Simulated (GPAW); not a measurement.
# BN (Fmm2) in GPAW: single point with BLYP

Aim: the single point of BN with BLYP.

All numbers are computed with GPAW 26.7.0; they aren't measurements. Logs are shortened: lines on timing, memory, paths and dates and some standing lists are left out, and cuts for length are marked. The log counts tension as positive stress, the text compression.

### Step 1. Starting point

The structure is orthorhombic, space group Fmm2 (No. 42). Conventional cell: a = 2.503 Å, b = 6.991 Å, c = 4.332 Å, α = 90.00°, β = 90.00°, γ = 90.00°. N (site symmetry mm2) is surrounded by 3 B at 1.44 Å. Around B (site symmetry mm2) lie 3 N at 1.44 Å.

Measurements of this composition are mostly on another form, of space group No. 194.

### Step 2. Single point, BLYP

File run.py:

```python
from ase import Atoms
from ase.dft.bandgap import bandgap
from ase.io import write
from ase.units import GPa
from gpaw import GPAW, PW, setup_paths

setup_paths.insert(0, '.')

atoms = Atoms(['N', 'B'],
              cell=[[0.0, 3.49531583, 2.16609124],
                    [1.2516321, 0.0, 2.16609124],
                    [1.2516321, 3.49531583, 0.0]],
              scaled_positions=[[0.66665134, 0.66665134, 0.33334866],
                                [0.00004865, 0.00004865, 0.99995135]],
              pbc=True)

calc = GPAW(mode=PW(550),
            xc='BLYP',
            kpts={'size': (10, 10, 10), 'gamma': True},
            occupations={'name': 'fermi-dirac', 'width': 0.05},
            nbands=11,
            convergence={'density': 1e-05, 'energy': 1e-05},
            eigensolver={'name': 'davidson', 'niter': 2},
            maxiter=80,
            txt='gpaw.txt')
atoms.calc = calc
energy = atoms.get_potential_energy()
forces = atoms.get_forces()
stress = atoms.get_stress()
calc.write('gs.gpw')
write('result.traj', atoms)
print(f'Energy: {energy:.6f} eV')
print('Forces (eV/A):')
print(forces.round(4))
print('Stress (GPa):', (stress / GPa).round(3))
print('Fermi level:', round(calc.get_fermi_level(), 4), 'eV')
print(f'Gap: {bandgap(calc)[0]:.4f} eV, direct: {bandgap(calc, direct=True)[0]:.4f} eV')
```

Potentials or basis: PAW data sets generated in the run's folder for this functional, pw.

Run with:

```
> gpaw-setup -f BLYP B N
> OMP_NUM_THREADS=1 python run.py
```

gpaw.txt:

```text
__  _  _
 | _ |_)|_||  |
 |__||  | ||/\| - 26.7.0

Input parameters:
  mode=PW(ecut=550.0),
  convergence={'density': 1e-05, 'energy': 1e-05},
  eigensolver=Davidson(niter=2),
  kpts=MonkhorstPack(size=(10, 10, 10), gamma=True),
  maxiter=80,
  nbands=11,
  occupations=Occupations(name='fermi-dirac', width=0.05),
  xc=XC(name='BLYP')

Diagonalizing LCAO Hamiltonian
Converting LCAO to pw mode

       N

       B

Atoms  # Å, Bohr magnetons
|   | symbol |        x |        y |        z |    initial magnetic moments |
|---|--------|----------|----------|----------|-----------------------------|
| 0 |      N | 1.251632 | 3.495316 | 2.888055 | ( 0.0000,  0.0000,  0.0000) |
| 1 |      B | 1.251632 | 3.495316 | 0.000211 | ( 0.0000,  0.0000,  0.0000) |

Unit cell  # Å
| periodic |        x |        y |        z |  lengths |    angles |
|----------|----------|----------|----------|----------|-----------|
|      yes | 0.000000 | 3.495316 | 2.166091 | 4.112078 | 80.289625 |
|      yes | 1.251632 | 0.000000 | 2.166091 | 2.501706 | 36.845822 |
|      yes | 1.251632 | 3.495316 | 0.000000 | 3.712656 | 62.864553 |

Number of symmetries: 4
Symmetry operations  # r_c * U_cc + t_c -> r_c
|   | kind |            matrix            |
|---|------|------------------------------|
| 0 |  σ   |  1, 0, 0,  1, 0,-1,  1,-1, 0 |
| 1 |  E   |  1, 0, 0,  0, 1, 0,  0, 0, 1 |
| 2 |  C2  |  0, 1,-1,  1, 0,-1,  0, 0,-1 |
| 3 |  σ   |  0, 1,-1,  0, 1, 0, -1, 1, 0 |

BZ-sampling:
  Number of BZ points: 1000
  Number of IBZ points: 171

  Monkhorst-Pack size: [10, 10, 10]
  Monkhorst-Pack shift: [0.05, 0.05, 0.05]

K-points  # in reciprocal-cell coordinates
|     |                                coordinates |     weight |
|-----|--------------------------------------------|------------|
|   0 | (  0.00000000,   0.00000000,   0.00000000) | 0.00100000 |
|   1 | (  0.00000000,   0.10000000,   0.10000000) | 0.00200000 |
|   2 | (  0.00000000,   0.20000000,   0.20000000) | 0.00200000 |
|   3 | (  0.00000000,   0.30000000,   0.30000000) | 0.00200000 |
|   4 | (  0.00000000,   0.40000000,   0.40000000) | 0.00200000 |
|   5 | (  0.00000000,   0.50000000,   0.50000000) | 0.00100000 |
|   6 | (  0.10000000,  -0.40000000,   0.50000000) | 0.00200000 |
|   7 | (  0.10000000,   0.00000000,   0.10000000) | 0.00200000 |
|   8 | (  0.10000000,   0.10000000,   0.00000000) | 0.00200000 |
|   9 | (  0.10000000,   0.10000000,   0.10000000) | 0.00800000 |
| ... |                                            |            |
| 170 | (  0.50000000,   0.50000000,   0.50000000) | 0.00400000 |

Plane wave coefficients: 574
Cutoff: 550.0 eV

Spin-components: 1 (collinear spins)
Bands:           11
Projectors:      10
Spin-degeneracy: 2
Datatype:        complex128

Density:
  Valence electrons: 8.0
  Components: 1
  Grid points: [24 24 24]
  Charge: 0.0  # |e|

Potential:
  Grid points: [24 24 24]

species:
  N:
    name:    Nitrogen
    Z:       7.0
    valence: 5
    core:    2
    charge:  0.0  # [|e|]
    compensation charges:
      type: gauss
      rc: 0.18  # [Å]
      lmax: 2
    cutoffs:
      filter: 1.11  # [Å]
      core: 0.96  # [Å]
    projectors
    | kind |    occ | energy [eV] | rcut [Å] |
    |------|--------|-------------|----------|
    |   2s |  2.000 |     -18.447 |    0.603 |
    |   2p |  3.000 |      -7.063 |    0.529 |
    |    s |        |       8.764 |    0.603 |
    |    p |        |      20.148 |    0.529 |
    |    d |        |       0.000 |    0.577 |

    Using partial waves for N as LCAO basis

  B:
    name:    Boron
    Z:       5.0
    valence: 3
    core:    2
    charge:  0.0  # [|e|]
    compensation charges:
      type: gauss
      rc: 0.20  # [Å]
      lmax: 2
    cutoffs:
      filter: 1.14  # [Å]
      core: 1.38  # [Å]
    projectors
    | kind |    occ | energy [eV] | rcut [Å] |
    |------|--------|-------------|----------|
    |   2s |  2.000 |      -9.302 |    0.635 |
    |   2p |  1.000 |      -3.537 |    0.635 |
    |    s |        |      17.909 |    0.635 |
    |    p |        |      23.675 |    0.635 |
    |    d |        |       0.000 |    0.635 |

    Using partial waves for B as LCAO basis

Reference energy: -2154.119193  # eV

eigensolver:
  Davidson
  Converge bands: occupied
  niter=2

density mixing:
  MSR1-Mixer
  Pratt-step length: 0.05
  Maximum mixing coefficient: 0.75
  Old densities: 10
  SVD Regularization: 0.005
  Good broyden scale: 1.0
  Trust region scale: 1.0
  Backstep threshold: 4.0
  History deletion threshold: 6.0
  Fourier metric: weight=20.0, sigma=0.015

occupation numbers:
  Fermi-Dirac:
    width: 0.0500  # eV

poisson solver:
  ecut: 4400.0  # eV

xc functional:
  name: BLYP with 2 nearest neighbor stencil

convergence criteria:
- Maximum integral of absolute [dens]ity change: 1e-05 electrons / valence electron
- Maximum [total energy] change in last 3 cyles: 1e-05 eV / valence electron
- Maximum integral of absolute [eigenst]ate change: 4e-08 eV^2 / valence electron
maximum number of iterations: 80

SCF iterations
|iter     | |      energy | eigst |  dens |
|---------|-|-------------|-------|-------|
|iter:   1| |  -18.156415 | +0.47 |       |
|iter:   2| |  -17.796957 | -1.24 | -0.62 |
|iter:   3| |  -16.403553 | -0.97 | -0.67 |
|iter:   4| |  -16.386006 | -2.38 | -1.34 |
|iter:   5| |  -16.386649 | -3.09 | -1.69 |
|iter:   6| |  -16.386808 | -4.26 | -2.29 |
|iter:   7| |  -16.386813 | -5.37 | -3.28 |
|iter:   8| |  -16.386813c| -6.31 | -3.92 |
|iter:   9| |  -16.386813c| -7.32 | -4.84 |
|iter:  10| |  -16.386813c| -8.25c| -5.62c|

Converged in 10 steps
Energy contributions relative to reference atoms: (reference = -2154.119193)

Energy contributions:
  Kinetic:          16.388012
  Coulomb:         -15.951490
  Zero:             -0.040899
  External:          0.000000
  Xc:              -16.782436
  Entropy:          -0.000000
  Spinorbit:         0.000000
  ----------------------------
  Free energy:     -16.386813
  Extrapolated:    -16.386813

dipole moment: (0.000000, 0.000000, -5.777075)  # |e|*Ang

Fermi level: 4.909
Eigenvalues  # (at kpt = [0.000, 0.000, 0.000])
| band index |      eig [eV] | occ [0-2] |
|------------|---------------|-----------|
|          0 |       -13.817 |     2.000 |
|          1 |        -0.425 |     2.000 |
|          2 |         2.516 |     2.000 |
|          3 |         2.516 |     2.000 |
|          4 |         8.870 |     0.000 |
|          5 |        15.600 |     0.000 |
|          6 |        15.657 |     0.000 |
|          7 |        16.972 |     0.000 |
|          8 |        18.527 |     0.000 |
|          9 |        29.879 |     0.000 |
|         10 |        30.657 |     0.000 |

Gap: 3.938 eV
Transition (v -> c):
  (s=0, k=158, n=3, [0.50, 0.40, -0.20]) -> (s=0, k=5, n=4, [0.00, 0.50, 0.50])
Direct/indirect transitions are different
Direct gap: 4.777 eV
Transition at: (s=0, k=3, n=3, [0.00, 0.30, 0.30])

Forces  # eV/Ang
|       x |       y |        z |
|---------|---------|----------|
| 0.00000 | 0.00000 | -0.01142 |  # N    0
| 0.00000 | 0.00000 |  0.01139 |  # B    1

Stress tensor  # eV/Ang^3
|         x |        y |         z |
|-----------|----------|-----------|
|  0.041022 | 0.000000 | -0.000000 |
|  0.000000 | 0.069477 |  0.000000 |
| -0.000000 | 0.000000 |  0.040456 |

# Writing to gs.gpw (mode='')
```

Wall time 21 s (1 thread of Intel Xeon 6975P-C (Granite Rapids), shared host); peak memory 0.17 GiB.

These settings aren't checked as converged: the numbers below hold their error.

Results:

```
Free energy            : -16.3868 eV
Pressure               : -8.1 GPa
Largest force          : 0.011 eV/Å
Band gap on the k mesh : 3.94 eV, indirect (least direct gap 4.78 eV)
```

Caveat: the cutoff is short for stress and forces, so pressures can be off by a GPa or more; the program warned that so skewed a cell can give wrong results.
